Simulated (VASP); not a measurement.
Crystal: PbO2.

```
Pb O
1.0
     0.00000    2.57000    2.57000
     2.57000    0.00000    2.57000
     2.57000    2.57000    0.00000
Pb O
1 2
Direct
  0.00000 0.00000 0.00000
  0.25000 0.25000 0.25000
  0.75000 0.75000 0.75000
```

Program: VASP 6.6.1. Alike in all runs: task single point; no spin polarisation; cell as given; k mesh 6 × 6 × 6; cutoff (eV) 520; smearing fermi-dirac 0.1 eV.

**Question.** Order these runs on this cell by their pressure, lowest first.
A. level r2SCAN; potentials or basis VASP PAW PBE potentials, release 64 (Pb_d, O)
B. level LDA; potentials or basis VASP PAW LDA potentials, release 64 (Pb_d, O)
C. level PBE; potentials or basis VASP PAW PBE potentials, release 64 (Pb_d, O)

**Answer.** B (16.7 GPa), A (23.2 GPa), C (29.9 GPa).

Caveats: so large a pressure means that the cell lies far from this level's equilibrium, or that cutoff or potentials fall short (some runs); the potentials were made for another functional, which shifts forces and pressure (some runs); a pressure of tens of GPa on the cell as given is suspect, and the run, the potentials or the cell itself is likely at fault (some runs).
